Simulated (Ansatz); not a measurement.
# O started on a Ca site in rocksalt CaO, 64 atoms, charge +2

Level of theory: DFT, PBEsol, PAW, plane waves in Ansatz.

Command:

```sh
ansatz run in.yaml --threads 8 --pin off --max-ram 118750MiB --runs-dir r --events-out ev --progress --plain --backend cuda --devices 0, --max-vram 170GiB
```

The input less its lattice and atoms (starting moments on atoms near the defect: 2 μB in all):

```yaml
crystal:
  symmetry: { detect: false }
kpoints:
  mp_grid: { grid: [1, 1, 1], shift: [0.25, 0.25, 0.25] }
hamiltonian:
  xc: pbesol
total_charge: 2
magnetization:
  spin_polarized: true
scf:
  occupations: { method: fermi_dirac, width: 0.01 }
relax:
  f_tol: 0.03
  max_steps: 80
  escape_saddle: false
  adjacent_minimum: "off"
output:
  forces: true
  eigenvalues: true
  populations: true
  charged_corrections: { epsilon: 11.9 }
```

Start:

```xyz
64
Lattice="9.5352 0.0000 0.0000 0.0000 9.5352 0.0000 0.0000 0.0000 9.5352" Properties=species:S:1:pos:R:3 pbc="T T T"
O     2.3628    0.0005    0.0043
O     2.3621    9.5154    4.7316
O     2.3889    4.7769    0.0112
O     2.3890    4.7674    4.7815
O     7.1551    0.0128    9.5303
O     7.1573    0.0270    4.7434
O     7.1529    4.7642    9.5061
O     7.1748    4.7821    4.7594
O     0.0242    2.4149    0.0057
O     9.5234    2.4275    4.7905
O     0.0191    7.1662    9.5332
O     0.0333    7.1440    4.7679
O     4.7424    2.3765    0.0133
O     4.7641    2.3603    4.7355
O     4.7459    7.1516    0.0349
O     4.7649    7.1915    4.7684
O     9.5288    0.0052    2.3819
O     9.4976    0.0359    7.1603
O     0.0029    4.7864    2.3379
O     0.0015    4.7750    7.1666
O     4.7698    0.0202    2.3593
O     4.7604    9.4975    7.1062
O     4.7580    4.7469    2.3747
O     4.7688    4.7915    7.1580
O     4.7992    4.7649    4.7717
O     2.4037    2.3951    2.4012
O     2.3684    2.3900    7.1489
O     2.3533    7.1398    2.3849
O     2.3888    7.1558    7.1539
O     7.1591    2.3717    2.3555
O     7.1654    2.4315    7.1709
O     7.1604    7.1664    2.4118
O     7.1408    7.1340    7.1723
Ca    9.5317    9.5343    0.0112
Ca    9.5318    0.0316    4.7661
Ca    0.0337    4.7633    9.5245
Ca    0.0072    4.8019    4.7568
Ca    4.7810    0.0482    9.5331
Ca    4.7624    0.0484    4.7778
Ca    4.7971    4.7413    9.5036
Ca    2.3916    2.3635    0.0062
Ca    2.3866    2.3602    4.7648
Ca    2.3593    7.1650    9.4911
Ca    2.3933    7.1372    4.7928
Ca    7.1590    2.4028    9.5094
Ca    7.1838    2.3705    4.7769
Ca    7.1525    7.1501    9.5127
Ca    7.1445    7.1521    4.7978
Ca    2.3969    9.5185    2.4127
Ca    2.3572    0.0164    7.1060
Ca    2.3808    4.7772    2.3920
Ca    2.3515    4.7815    7.1224
Ca    7.1548    0.0325    2.3948
Ca    7.1286    9.5238    7.1365
Ca    7.1315    4.7824    2.3682
Ca    7.1463    4.7382    7.1680
Ca    9.5346    2.3725    2.4172
Ca    9.5195    2.3646    7.1320
Ca    0.0197    7.1344    2.3775
Ca    0.0056    7.1331    7.1409
Ca    4.8078    2.3711    2.3789
Ca    4.7596    2.3891    7.1917
Ca    4.7422    7.1477    2.3778
Ca    4.7551    7.1332    7.1552
```

Steps:

```csv
step,energy less the first (eV),largest force component (eV/Å)
start,0.000,0.738
1,-0.316,0.643
2,-0.759,0.427
3,-0.963,1.032
4,-1.395,2.601
5,-2.265,2.939
6,-2.323,5.910
7,-2.742,1.095
8,-2.789,0.245
9,-2.791,0.018
10,-2.791,0.018
```

A structure on the way, about -0.76 eV from the start:

```xyz
64
Lattice="9.5352 0.0000 0.0000 0.0000 9.5352 0.0000 0.0000 0.0000 9.5352" Properties=species:S:1:pos:R:3 pbc="T T T"
O     2.3775    0.0079    0.0009
O     2.3778    0.0225    4.7685
O     2.3695    4.7737    0.0008
O     2.2550    4.7889    4.7732
O     7.1457    0.0010    9.5302
O     7.1577    0.0120    4.7669
O     7.1246    4.7671    9.5305
O     7.2346    4.7701    4.7598
O     9.5326    2.3890    9.5265
O     9.5176    2.3732    4.7568
O     0.0058    7.1568    9.5343
O     9.5279    7.1292    4.7744
O     4.7602    2.3806    9.5129
O     4.7638    2.2269    4.7583
O     4.7740    7.1497    9.5344
O     4.7608    7.3044    4.7566
O     9.5277    0.0173    2.3754
O     0.0117    0.0156    7.1388
O     9.5351    4.7814    2.3875
O     0.0078    4.7832    7.1536
O     4.7594    0.0160    2.3787
O     4.7842    0.0120    7.1492
O     4.7814    4.7819    2.2626
O     4.7708    4.7791    7.2750
O     4.9848    4.7523    4.8564
O     2.3712    2.3961    2.3873
O     2.3954    2.3770    7.1375
O     2.3868    7.1547    2.3928
O     2.3837    7.1432    7.1496
O     7.1319    2.3787    2.3862
O     7.1448    2.4056    7.1517
O     7.1475    7.1386    2.3766
O     7.1432    7.1605    7.1358
Ca    9.5323    9.5352    9.5287
Ca    9.5352    9.5144    4.7560
Ca    9.5277    4.7633    0.0060
Ca    9.5223    4.7552    4.7695
Ca    4.7654    9.5347    0.0063
Ca    4.7741    9.5338    4.7754
Ca    4.7451    4.7709    0.0028
Ca    2.3784    2.3903    9.5323
Ca    2.4215    2.4443    4.7580
Ca    2.3921    7.1552    9.5315
Ca    2.4162    7.1327    4.7697
Ca    7.1542    2.3858    9.5350
Ca    7.1024    2.4136    4.7695
Ca    7.1505    7.1497    9.5203
Ca    7.0909    7.1226    4.7506
Ca    2.3825    0.0058    2.3934
Ca    2.3986    9.5326    7.1526
Ca    2.4294    4.7758    2.4188
Ca    2.4136    4.7582    7.1130
Ca    7.1427    9.5264    2.3864
Ca    7.1625    0.0050    7.1510
Ca    7.1156    4.7668    2.4079
Ca    7.1179    4.7721    7.1209
Ca    9.5213    2.3976    2.3723
Ca    0.0030    2.3909    7.1373
Ca    0.0028    7.1557    2.3884
Ca    9.5284    7.1533    7.1477
Ca    4.7575    2.4289    2.4146
Ca    4.7657    2.4307    7.0961
Ca    4.7694    7.1310    2.4070
Ca    4.7635    7.1300    7.1013
```

End:

```xyz
64
Lattice="9.5352 0.0000 0.0000 0.0000 9.5352 0.0000 0.0000 0.0000 9.5352" Properties=species:S:1:pos:R:3 pbc="T T T"
O     2.3673    0.0031    9.5319
O     2.3585    0.0057    4.7654
O     2.3583    4.7718    9.5334
O     2.1955    4.7719    4.7661
O     7.1410    0.0041    9.5336
O     7.1530    0.0026    4.7661
O     7.1526    4.7720    9.5323
O     7.1701    4.7622    4.7569
O     9.5184    2.3863    9.5313
O     9.4856    2.3940    4.7646
O     9.5180    7.1551    9.5332
O     9.4845    7.1460    4.7659
O     4.7576    2.3804    9.5326
O     4.7677    2.2284    4.7647
O     4.7562    7.1664    9.5346
O     4.7675    7.3259    4.7682
O     9.5181    0.0020    2.3803
O     9.5186    0.0037    7.1489
O     9.4858    4.7712    2.3882
O     9.4848    4.7723    7.1399
O     4.7575    0.0049    2.3735
O     4.7567    0.0062    7.1596
O     4.7676    4.7719    2.2210
O     4.7685    4.7749    7.3172
O     5.8248    4.7767    4.7873
O     2.3766    2.3966    2.3904
O     2.3764    2.3977    7.1382
O     2.3758    7.1448    2.3916
O     2.3768    7.1456    7.1393
O     7.1306    2.4071    2.4010
O     7.1301    2.4086    7.1277
O     7.1288    7.1339    2.4029
O     7.1284    7.1344    7.1283
Ca    9.5300    0.0039    9.5329
Ca    0.0081    0.0033    4.7641
Ca    0.0079    4.7700    9.5323
Ca    0.0223    4.7724    4.7662
Ca    4.7455    0.0050    9.5337
Ca    4.7293    0.0049    4.7665
Ca    4.7292    4.7730    9.5331
Ca    2.3757    2.3949    9.5327
Ca    2.3999    2.4426    4.7645
Ca    2.3750    7.1484    9.5334
Ca    2.4052    7.0987    4.7648
Ca    7.1331    2.3738    9.5330
Ca    7.1098    2.2877    4.7646
Ca    7.1326    7.1687    9.5330
Ca    7.1061    7.2507    4.7652
Ca    2.3753    0.0043    2.3882
Ca    2.3752    0.0047    7.1425
Ca    2.4005    4.7705    2.4359
Ca    2.4041    4.7708    7.0931
Ca    7.1331    0.0040    2.3677
Ca    7.1330    0.0040    7.1631
Ca    7.1089    4.7699    2.2825
Ca    7.1071    4.7703    7.2447
Ca    9.5202    2.3939    2.3873
Ca    9.5208    2.3936    7.1422
Ca    9.5205    7.1480    2.3874
Ca    9.5206    7.1485    7.1426
Ca    4.7551    2.4273    2.4195
Ca    4.7548    2.4279    7.1106
Ca    4.7541    7.1161    2.4220
Ca    4.7549    7.1176    7.1106
```

The run converged.

Time: 9.8 s of wall time on one NVIDIA GB200 with 8 processor threads, on a host shared with other runs; peak host memory 1.9 GiB.

(1) How much energy did the relaxation gain, and which atom moved most?

The moment started at 2 μB and ended at 4.0 μB; no other spin state is shown. The program warned that the state may not be the lowest. The one k point has no symmetry partners, which can distort the end along one axis.

Answers

(1) 2.79 eV in 10 steps, from a start with small random displacements; atom 25 (O) moved 1.03 Å, the median atom 0.05 Å (drift of the whole cell removed).
